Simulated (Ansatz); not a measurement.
# Te3Mo: the cost of one run

Computed with Ansatz 0.2.0 (DFT PBE+U, scalar-relativistic, plane waves, PAW, unless a step's input says otherwise).

2 further runs of the same task are left out: 2 set aside as unsound or not needed.

## 1. The structure to begin with

It takes space group P6/mmm (No. 191, hexagonal). The conventional cell has a = 7.443 Å, b = 7.443 Å, c = 3.827 Å, α = 90.00°, β = 90.00°, γ = 120.00°. Around W (site symmetry mmm) lie 6 O at 1.91 to 1.92 Å. Around O (site symmetry mm2) lie 2 W at 1.92 Å. O (site symmetry mmm) is surrounded by 2 W at 1.91 Å.

Coordinates:

```xyz
12
Lattice="7.4435 0.0000 0.0000 -3.7217 6.4462 0.0000 0.0000 0.0000 3.8273" Properties=species:S:1:pos:R:3 pbc="T T T"
W     1.8609    3.2231    0.0000
W    -1.8609    3.2231    0.0000
W     3.7217    0.0000    0.0000
O     0.0000    2.7621    0.0000
O     1.3296    5.0652    0.0000
O     3.7217    3.6841    0.0000
O     5.0514    1.3811    0.0000
O    -1.8609    3.2231    1.9136
O     3.7217    0.0000    1.9136
O     1.8609    3.2231    1.9136
O    -1.3296    5.0652    0.0000
O     2.3921    1.3811    0.0000
```

It goes back to an entry of the Materials Project, which need not be the stable form.

It is the result of an earlier relaxation at this level (volume 15.30 Å³/atom; gap on the mesh: 1.11 eV).

## 2. O → Te, W → Mo: the starting cell

Te3Mo starts from the relaxed positions of WO3, with all lengths scaled by 1.348, a guess from tabulated radii.

## 3. Probe: one point at the start (Te3Mo)

The input, input.yaml:

```yaml
crystal:
  lattice:
    - [10.0320634341, 0.0, 0.0]
    - [-5.016031717, 8.6880217863, 0.0]
    - [0.0, 0.0, 5.158244758]
  atoms:
    - { symbol: Mo, position: [0.5, 0.5, 0.0] }
    - { symbol: Mo, position: [0.0, 0.5, 0.0] }
    - { symbol: Mo, position: [0.5, 0.0, 0.0] }
    - { symbol: Te, position: [0.2142446474, 0.4284892949, 0.0] }
    - { symbol: Te, position: [0.5715107051, 0.7857553526, 0.0] }
    - { symbol: Te, position: [0.7857553526, 0.5715107051, 0.0] }
    - { symbol: Te, position: [0.7857553526, 0.2142446474, 0.0] }
    - { symbol: Te, position: [0.0, 0.5, 0.5] }
    - { symbol: Te, position: [0.5, 0.0, 0.5] }
    - { symbol: Te, position: [0.5, 0.5, 0.5] }
    - { symbol: Te, position: [0.2142446474, 0.7857553526, 0.0] }
    - { symbol: Te, position: [0.4284892949, 0.2142446474, 0.0] }
basis:
  ecutwfc: 420
kpoints:
  mp_grid: { grid: [3, 3, 4] }
hamiltonian:
  xc: pbe
  hubbard: { sites: [{ species: Mo, l: d, u_eff: 4.38 }] }
scf:
  occupations: { method: gaussian, width: 0.1 }
output:
  forces: true
  stress: true
  eigenvalues: true
```

The run is started by

```console
$ ansatz run input.yaml --threads 2 --pin off --max-ram 5120MiB --backend cpu --events-out ev --progress --plain --runs-dir out
```

What time and memory should one allow on 2 threads of Intel Xeon Platinum 8375C at 2.90GHz (Ice Lake), shared host?

About 25 s, with a peak of 1.3 GiB.
